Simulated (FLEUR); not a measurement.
# Zn (P6_3/mmc) in FLEUR: a series of runs

One crystal, Zn, is run at these levels: RPBE, Wu-Cohen GGA; tasks: density of states, band structure, equation of state.

Everything below comes from runs of FLEUR MaX-R8.1 (later development tree). Logs are shortened: lines on timing, memory, paths and dates and some standing lists are left out, and cuts for length are marked.

**1. The crystal as given**

It takes space group P6_3/mmc (No. 194, hexagonal). The conventional cell has a = 2.670 Å, b = 2.670 Å, c = 4.966 Å, α = 90.00°, β = 90.00°, γ = 120.00°. Zn (site symmetry -6m2) has 12 Zn at 2.67 to 2.92 Å as nearest neighbours.

**2. Density of states, RPBE**

File inp.xml:

```xml
<?xml version="1.0" encoding="UTF-8" standalone="no"?>
<fleurInput fleurInputVersion="0.39">
   <comment>
      Zn                                                                                                  
   </comment>
   <calculationSetup>
      <cutoffs Kmax="5.0" Gmax="25.0" GmaxXC="25.0" numbands="0"/>
      <scfLoop itmax="80" minDistance="0.0001" maxIterBroyd="15" imix="Anderson" alpha="0.05" precondParam="0.0" spinf="2.0" sdNocoIR="T"/>
      <coreElectrons ctail="T" frcor="F" kcrel="0" coretail_lmax="0"/>
      <xcFunctional name="Rpbe" relativisticCorrections="F"/>
      <magnetism jspins="1"/>
      <soc l_soc="F" theta="0.0" phi="0.0" spav="F"/>
      <expertModes spex="0" secvar="F"/>
      <geometryOptimization l_f="F" forcealpha="1.0" forcemix="BFGS" epsdisp="0.00001" epsforce="0.00001"/>
      <ldaU l_linMix="F" mixParam="0.05" spinf="1.0"/>
   </calculationSetup>
   <cell>
      <bzIntegration valenceElectrons="40.0" mode="hist" fermiSmearingEnergy="0.00183747">
         <kPointListSelection listName="default-1"/>
         <!-- k-points included here -->
         <xi:include xmlns:xi="http://www.w3.org/2001/XInclude" href="kpts.xml"> </xi:include>
      </bzIntegration>
      <!-- symmetry operations included here -->
      <xi:include xmlns:xi="http://www.w3.org/2001/XInclude" href="sym.xml"> </xi:include>
      <bulkLattice scale="1.0">
         <bravaisMatrix>
            <row-1>    5.0455687526819997     0.0000000000000000     0.0000000000000000</row-1>
            <row-2>   -2.5227843763409998     4.3695907163551642     0.0000000000000000</row-2>
            <row-3>    0.0000000000000000     0.0000000000000000     9.3843799347635990</row-3>
         </bravaisMatrix>
      </bulkLattice>
   </cell>
   <atomSpecies>
      <species name="Zinc (Zn)" element="Zn" atomicNumber="30">
         <mtSphere radius="2.34" gridPoints="773" logIncrement="0.016"/>
         <atomicCutoffs lmax="12" lnonsphr="8"/>
         <electronConfig flipSpins="F">
            <coreConfig>(1s1/2) (2s1/2) (2p1/2) (2p3/2)</coreConfig>
            <valenceConfig>(3s1/2) (3p1/2) (3p3/2) (4s1/2) (3d3/2) (3d5/2)</valenceConfig>
         </electronConfig>
         <energyParameters s="4" p="4" d="3" f="4"/>
         <lo type="SCLO" l="0" n="3" eDeriv="0"/>
         <lo type="SCLO" l="1" n="3" eDeriv="0"/>
         <lo type="SCLO" l="1" n="3" eDeriv="1"/>
         <lo type="HELO" l="2" n="4" eDeriv="0"/>
         <lo type="HELO" l="2" n="4" eDeriv="1"/>
         <lo type="SCLO" l="3" n="4" eDeriv="2"/>
      </species>
   </atomSpecies>
   <atomGroups>
      <atomGroup species="Zinc (Zn)">
         <relPos label="                   1">-1.000/3.000 1.000/3.000 -1.000/4.000</relPos>
         <relPos label="                   2">1.000/3.000 -1.000/3.000 1.000/4.000</relPos>
         <force calculate="T" relaxXYZ="TTT"/>
      </atomGroup>
   </atomGroups>
   <output dos="F" band="F" slice="F">
      <checks vchk="F" cdinf="F"/>
      <bandDOS minEnergy="-.5*Htr" maxEnergy="0.5*Htr" sigma="0.015" storeEVData="T"/>
      <vacuumDOS vacdos="F" integ="F" star="F" nstars="0" locx1="0.0" locy1="0.0" locx2="0.0" locy2="0.0" nstm="0" tworkf="0.0"/>
      <unfoldingBand unfoldBand="F" supercellX="1" supercellY="1" supercellZ="1"/>
      <plotting iplot="0" polar="F">
         <plot TwoD="T" vec1="  1.0  0.0  0.0" vec2="  0.0  1.0  0.0" vec3="  0.0  0.0  1.0" zero="  0.0  0.0  0.0" file="plot"/>
      </plotting>
      <chargeDensitySlicing numkpt="0" minEigenval="0.0" maxEigenval="0.0" nnne="0" pallst="F"/>
      <specialOutput eonly="F"/>
      <moessbauerParams electricFieldGradient="T" isomerShift="T" coreHyperfine="T" valenceHyperfine="T"/>
      <magneticCircularDichroism mcd="F" energyLo="-10.0" energyUp="0.0"/>
   </output>
  <!-- We include the file relax.xml here to enable relaxations (see documentation) -->
  <xi:include xmlns:xi="http://www.w3.org/2001/XInclude" href="relax.xml"> <xi:fallback/> </xi:include>
</fleurInput>
```

File crystal.txt:

```
Zn
&input cartesian=F /
2.6700000000  0.0000000000  0.0000000000
-1.3350000000  2.3122878281  0.0000000000
0.0000000000  0.0000000000  4.9660000000
1.8897261246
1.0 1.0 1.0

2
30 0.6666666667  0.3333333333  0.7500000000
30 0.3333333333  0.6666666667  0.2500000000

&kpt div1=11 div2=11 div3=6 gamma=T /
```

File inp.xml (dos):

```
<?xml version="1.0" encoding="UTF-8" standalone="no"?>
<fleurInput fleurInputVersion="0.39">
   <comment>
      Zn                                                                                                  
   </comment>
   <calculationSetup>
      <cutoffs Kmax="5.0" Gmax="25.0" GmaxXC="25.0" numbands="0"/>
      <scfLoop itmax="80" minDistance="0.0001" maxIterBroyd="15" imix="Anderson" alpha="0.05" precondParam="0.0" spinf="2.0" sdNocoIR="T"/>
      <coreElectrons ctail="T" frcor="F" kcrel="0" coretail_lmax="0"/>
      <xcFunctional name="Rpbe" relativisticCorrections="F"/>
      <magnetism jspins="1"/>
      <soc l_soc="F" theta="0.0" phi="0.0" spav="F"/>
      <expertModes spex="0" secvar="F"/>
      <geometryOptimization l_f="F" forcealpha="1.0" forcemix="BFGS" epsdisp="0.00001" epsforce="0.00001"/>
      <ldaU l_linMix="F" mixParam="0.05" spinf="1.0"/>
   </calculationSetup>
   <cell>
      <bzIntegration valenceElectrons="40.0" mode="hist" fermiSmearingEnergy="0.00183747">
         <kPointListSelection listName="default-1"/>
         <!-- k-points included here -->
         <xi:include xmlns:xi="http://www.w3.org/2001/XInclude" href="kpts.xml"> </xi:include>
      </bzIntegration>
      <!-- symmetry operations included here -->
      <xi:include xmlns:xi="http://www.w3.org/2001/XInclude" href="sym.xml"> </xi:include>
      <bulkLattice scale="1.0">
         <bravaisMatrix>
            <row-1>    5.0455687526819997     0.0000000000000000     0.0000000000000000</row-1>
            <row-2>   -2.5227843763409998     4.3695907163551642     0.0000000000000000</row-2>
            <row-3>    0.0000000000000000     0.0000000000000000     9.3843799347635990</row-3>
         </bravaisMatrix>
      </bulkLattice>
   </cell>
   <atomSpecies>
      <species name="Zinc (Zn)" element="Zn" atomicNumber="30">
         <mtSphere radius="2.34" gridPoints="773" logIncrement="0.016"/>
         <atomicCutoffs lmax="12" lnonsphr="8"/>
         <electronConfig flipSpins="F">
            <coreConfig>(1s1/2) (2s1/2) (2p1/2) (2p3/2)</coreConfig>
            <valenceConfig>(3s1/2) (3p1/2) (3p3/2) (4s1/2) (3d3/2) (3d5/2)</valenceConfig>
         </electronConfig>
         <energyParameters s="4" p="4" d="3" f="4"/>
         <lo type="SCLO" l="0" n="3" eDeriv="0"/>
         <lo type="SCLO" l="1" n="3" eDeriv="0"/>
         <lo type="SCLO" l="1" n="3" eDeriv="1"/>
         <lo type="HELO" l="2" n="4" eDeriv="0"/>
         <lo type="HELO" l="2" n="4" eDeriv="1"/>
         <lo type="SCLO" l="3" n="4" eDeriv="2"/>
      </species>
   </atomSpecies>
   <atomGroups>
      <atomGroup species="Zinc (Zn)">
         <relPos label="                   1">-1.000/3.000 1.000/3.000 -1.000/4.000</relPos>
         <relPos label="                   2">1.000/3.000 -1.000/3.000 1.000/4.000</relPos>
         <force calculate="T" relaxXYZ="TTT"/>
      </atomGroup>
   </atomGroups>
   <output dos="T" band="F" slice="F">
      <checks vchk="F" cdinf="F"/>
      <bandDOS minEnergy="-0.8*Htr" maxEnergy="0.5*Htr" sigma="0.005" storeEVData="T"/>
      <vacuumDOS vacdos="F" integ="F" star="F" nstars="0" locx1="0.0" locy1="0.0" locx2="0.0" locy2="0.0" nstm="0" tworkf="0.0"/>
      <unfoldingBand unfoldBand="F" supercellX="1" supercellY="1" supercellZ="1"/>
      <plotting iplot="0" polar="F">
         <plot TwoD="T" vec1="  1.0  0.0  0.0" vec2="  0.0  1.0  0.0" vec3="  0.0  0.0  1.0" zero="  0.0  0.0  0.0" file="plot"/>
      </plotting>
      <chargeDensitySlicing numkpt="0" minEigenval="0.0" maxEigenval="0.0" nnne="0" pallst="F"/>
      <specialOutput eonly="F"/>
      <moessbauerParams electricFieldGradient="T" isomerShift="T" coreHyperfine="T" valenceHyperfine="T"/>
      <magneticCircularDichroism mcd="F" energyLo="-10.0" energyUp="0.0"/>
   </output>
  <!-- We include the file relax.xml here to enable relaxations (see documentation) -->
  <xi:include xmlns:xi="http://www.w3.org/2001/XInclude" href="relax.xml"> <xi:fallback/> </xi:include>
</fleurInput>
```

Potentials or basis: all-electron, FLAPW.

The run is started by

```sh
$ inpgen -f crystal.txt -profile precise
$ # inp.xml edited to the form shown
$ fleur_MPI
$ fleur_MPI   # second run, on inp.xml (dos)
```

Output:

```text
Welcome to FLEUR        (www.flapw.de)
      MaX-Release 8.1          (www.max-centre.eu)

 ========== k-point set info ==========
 Selected k-point list: default-1
 k-point list type: mesh
 11 x 11 x 6
 Number of k points: 64

 ------------Calculation Setup---------------------------
 Number of MPI-tasks      :            1
 Number of PE/node        :            1
 Number of OMP-threads    :            1
 Most efficient MPI parallelization for:
           1           2           4           8          16          32          64
 Additional eigenvalue parallelization possible
 Number of basis functions:          530
 Approximate size of matrices (H+S) per k-point:         0.004 GB
 --------------------------------------------------------
 Iteration:     1   Distance:       9.96235394 me/bohr^3
 Iteration:     2   Distance:       8.20305175 me/bohr^3
 Iteration:     3   Distance:       3.90991067 me/bohr^3
 Iteration:     4   Distance:       2.40383918 me/bohr^3
 Iteration:     5   Distance:       2.09211951 me/bohr^3
 Iteration:     6   Distance:       0.19338340 me/bohr^3
 Iteration:     7   Distance:       0.17764541 me/bohr^3
 Iteration:     8   Distance:       0.02207697 me/bohr^3
 Iteration:     9   Distance:       0.03060289 me/bohr^3
 Iteration:    10   Distance:       0.00118452 me/bohr^3
 Iteration:    11   Distance:       0.00080575 me/bohr^3
 Iteration:    12   Distance:       0.00009346 me/bohr^3

 ********************************************************************
 Run finished successfully
 Stop message:
   all done
 ********************************************************************
```

output (dos):

```text
Welcome to FLEUR        (www.flapw.de)
      MaX-Release 8.1          (www.max-centre.eu)

 ========== k-point set info ==========
 Selected k-point list: default-1
 k-point list type: mesh
 11 x 11 x 6
 Number of k points: 64

 ------------Calculation Setup---------------------------
 Number of MPI-tasks      :            1
 Number of PE/node        :            1
 Number of OMP-threads    :            1
 Most efficient MPI parallelization for:
           1           2           4           8          16          32          64
 Additional eigenvalue parallelization possible
 Number of basis functions:          530
 Approximate size of matrices (H+S) per k-point:         0.004 GB
 --------------------------------------------------------
Local.1               Total                INT                  Sym                  MT:1s                MT:1p                MT:1d                MT:1f
 done:Local.1

 Note: DOS data (together with different weights) is also stored in the banddos.hdf file.
       A convenient way of extracting and plotting the data from that file is by making use of the

 ********************************************************************
 Run finished successfully
 Stop message:
   Charge density postprocessing done.
 ********************************************************************
```

out.xml (last iteration):

```text
<iteration numberForCurrentRun="   12" overallNumber="   12">
         <energyParameters units="Htr">
            <atomicEP atomType="1" spin="1" branch="4s" branchLowest="-4.35" branchHighest="1.26" value="0.1338275692"/>
            <atomicEP atomType="1" spin="1" branch="4p" branchLowest="-2.65" branchHighest="1.87" value="0.3011018784"/>
            <atomicEP atomType="1" spin="1" branch="3d" branchLowest="-9.99" branchHighest="0.10" value="0.0484615426"/>
            <atomicEP atomType="1" spin="1" branch="4f" branchLowest="-9.99" branchHighest="3.49" value="0.6377711596"/>
            <loAtomicEP atomType="1" spin="1" branch="3s" branchLowest="-42.14" branchHighest="-4.35" value="-4.3483743743"/>
            <loAtomicEP atomType="1" spin="1" branch="3p" branchLowest="-36.44" branchHighest="-2.65" value="-2.6568942118"/>
            <loAtomicEP atomType="1" spin="1" branch="3p" branchLowest="-36.44" branchHighest="-2.65" value="-2.6568942118"/>
            <heloAtomicEP atomType="1" spin="1" branch="4d" branchLowest="2.26" branchHighest="2.26" value="2.2571847373"/>
            <heloAtomicEP atomType="1" spin="1" branch="4d" branchLowest="2.26" branchHighest="2.26" value="2.2571847373"/>
            <loAtomicEP atomType="1" spin="1" branch="4f" branchLowest="-9.99" branchHighest="3.49" value="0.6377738329"/>
         </energyParameters>
         <eigenvalues>
            <eigenvaluesAt spin="1" ikpt="1" k_x="0.00000000" k_y="0.00000000" k_z="0.00000000">
                      -4.3484574214       -4.3484276697       -2.6561375975       -2.6557184341       -2.6549783071
                      -2.6549783071       -2.6549310857       -2.6549310857       -0.0677916540        0.0025526836
                       0.0293750743        0.0380599139        0.0380599139        0.0398821868        0.0398821868
                       0.0518353367        0.0518353367        0.0593327497        0.0593327497        0.1780307582
                       0.2031688053        0.8073414003        0.9331273106        0.9523807350        0.9523807351
                       1.0020271313        1.0087199582        1.0087199582        1.0478889729        1.1843922229
                       1.1846874203
            </eigenvaluesAt>
            <eigenvaluesAt spin="1" ikpt="2" k_x="0.00000000" k_y="0.00000000" k_z="0.16666667">
                      -4.3484554253       -4.3484296626       -2.6561094887       -2.6557464739       -2.6549751488
                      -2.6549751488       -2.6549342475       -2.6549342475       -0.0616862540        0.0016213290
                       0.0295016270        0.0379903470        0.0379903470        0.0396131697        0.0396131697
[... 33 lines left out ...]
         </valenceDensity>
         <coreStates atomType="     1" atomicNumber=" 30" spin="1" kinEnergy="   1578.3532955352" eigValSum="  -1002.1655046784" lostElectrons=" 0.000000">
            <state n="1" l="0" j="0.5" energy="-349.5925860623" weight="1.0000000000"/>
            <state n="2" l="0" j="0.5" energy="-42.1387416813" weight="1.0000000000"/>
            <state n="2" l="1" j="0.5" energy="-37.0349875871" weight="1.0000000000"/>
            <state n="2" l="1" j="1.5" energy="-36.1582185043" weight="2.0000000000"/>
         </coreStates>
         <allElectronCharges>
            <spinDependentCharge spin="1" total="60.0000000" interstitial="2.4271492" mtSpheres="57.5728508"/>
            <totalCharge value="60.0000000002"/>
         </allElectronCharges>
         <moessbauerParams unitsHFF="kG" unitsIS="e/bohr^3" unitsEFG="Htr/bohr^2">
            <coreIsomerShift atomType="1" isTotal="24918.21879">
               <shell n="1" l="0" isomerShift="22666.75372"/>
               <shell n="2" l="0" isomerShift="2234.54958"/>
               <shell n="2" l="1" isomerShift="16.91549"/>
            </coreIsomerShift>
            <isomerShift atomType="1" nucleusRadius="0.0000952" averageDensity="25261.07019"/>
            <electricFieldGradient atomType="1" VXX="-0.22115" VYY="-0.22115" VZZ="0.44229" asymParam="0.00000">
            </electricFieldGradient>
         </moessbauerParams>
         <totalEnergy                                    value="    -3592.6286321741" units="Htr">
            <sumOfEigenvalues                            value="    -2052.1149523818">
               <coreElectrons value="-2004.3310093568"/>
               <valenceElectrons value="-47.7839430250"/>
            </sumOfEigenvalues>
            <densityCoulombPotentialIntegral value="-5526.7806058630"/>
            <densityEffectivePotentialIntegral value="-5711.9531501621"/>
            <chargeDenXCDenIntegral value="-143.7700825398"/>
            <FockExchangeEnergyValence value="0.0000000000"/>
            <FockExchangeEnergyCore value="0.0000000000"/>
            <atomTypeDependentContributions atomType="1">
               <electronNucleiInteractionDifferentMTs value="4321.8835519746"/>
               <MadelungTerm value="-23.4228925085"/>
            </atomTypeDependentContributions>
            <tkbTimesEntropy value="0.0001701401"/>
            <freeEnergy value="-3592.6288023141"/>
            <extrapolationTo0K value="-3592.6287172441"/>
         </totalEnergy>
         <densityConvergence units="me/bohr^3">
            <chargeDensity spin="1" distance="0.0000934551"/>
         </densityConvergence>
      </iteration>
```

Wall time 69 s (1 thread of Arm Neoverse V2, shared host); peak memory 0.1 GiB.

Results:

| Item | Value |
| --- | --- |
| Free energy | -97760.4100 eV |
| Band gap on the k mesh | none (metal or under the smearing width) |
| Valence electrons inside the program's atomic spheres | Zn 18.79 (radii Zn 2.34 bohr) |

States per cell in windows of 0.5 eV (zero at the Fermi level; states under -8 eV left out):
```
from (eV)  total  MT:1d   INT  MT:1p  MT:1s  MT:1f   Sym
     -8.0   5.73   2.57  0.41   0.03   0.06   0.00  0.00
     -7.5   6.22   2.95  0.24   0.02   0.02   0.00  0.00
     -7.0   6.94   3.37  0.13   0.01   0.02   0.00  0.00
     -6.5   0.51   0.19  0.06   0.01   0.02   0.00  0.00
     -6.0   0.23   0.04  0.07   0.01   0.03   0.00  0.00
     -5.5   0.14   0.02  0.05   0.01   0.02   0.00  0.00
     -5.0   0.30   0.04  0.11   0.02   0.04   0.00  0.00
     -4.5   0.22   0.02  0.09   0.02   0.03   0.00  0.00
     -4.0   0.24   0.02  0.09   0.02   0.03   0.00  0.00
     -3.5   0.27   0.02  0.11   0.03   0.03   0.00  0.00
     -3.0   0.19   0.01  0.08   0.02   0.02   0.00  0.00
     -2.5   0.42   0.02  0.18   0.05   0.04   0.00  0.00
     -2.0   0.31   0.02  0.13   0.04   0.03   0.00  0.00
     -1.5   0.16   0.01  0.07   0.03   0.01   0.00  0.00
     -1.0   0.32   0.02  0.14   0.05   0.03   0.00  0.00
     -0.5   0.35   0.02  0.15   0.05   0.03   0.00  0.00
      0.0   0.18   0.01  0.08   0.03   0.01   0.00  0.00
      0.5   0.25   0.02  0.10   0.03   0.03   0.00  0.00
      1.0   0.29   0.02  0.11   0.03   0.04   0.00  0.00
      1.5   0.33   0.02  0.13   0.04   0.04   0.00  0.00
      2.0   0.44   0.03  0.19   0.06   0.04   0.00  0.00
      2.5   0.40   0.02  0.16   0.05   0.05   0.00  0.00
      3.0   0.29   0.02  0.12   0.04   0.02   0.00  0.00
      3.5   0.54   0.03  0.23   0.08   0.04   0.00  0.00
      4.0   0.26   0.01  0.11   0.04   0.02   0.00  0.00
      4.5   0.27   0.01  0.11   0.04   0.02   0.00  0.00
```

Core levels (eV from the Fermi level):
```tsv
atom	levels
1 Zn	1s1/2 -9521.3, 2s1/2 -1155.0, 2p1/2 -1016.1, 2p3/2 -992.3
2 Zn	1s1/2 -9521.3, 2s1/2 -1155.0, 2p1/2 -1016.1, 2p3/2 -992.3
```

(Continued in part 2 of 2.)
